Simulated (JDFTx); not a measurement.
BaTiO3:

```
Ba Ti O
1.0
     4.00730    0.00000    0.00000
     0.00000    4.00730    0.00000
     0.00000    0.00000    4.00730
Ba Ti O
1 1 3
Direct
  0.50903 0.45529 0.50668
  0.94374 0.06998 0.95431
  0.52053 0.00683 0.05543
  0.01265 0.49197 0.05272
  0.01405 0.97593 0.43085
```

Base run:

```yaml
Program: JDFTx 1.7.0 (patched build)
Functional: PBE
Dispersion: D3(BJ)
Potentials_or_basis: PseudoDojo-SR-PBE-0.5-standard with smoothed tails
Cutoff: 1143 eV
Density_cutoff: 9143 eV
k_mesh: 4 × 4 × 4
Occupations: fermi-dirac, width 0.05 eV
Spin: no spin polarisation
```

Its results: band gap on the k mesh 2.71 eV, indirect (least direct gap 2.93 eV); pressure 8.1 GPa; largest force 4.299 eV/Å.

Q: The run is repeated on the same cell with these changes: dispersion from D3(BJ) to D3. What comes out?

A: Band gap on the k mesh 2.71 eV, indirect (least direct gap 2.93 eV); pressure 9.1 GPa; largest force 4.281 eV/Å.

Caveats: the empty levels aren't tightly converged; spin-orbit coupling is left out, which moves the levels of the heavy elements; forces of over 1 eV/Å show positions far from the minimum, so gaps and moduli don't describe the material at rest.

A k mesh can miss the band edges.
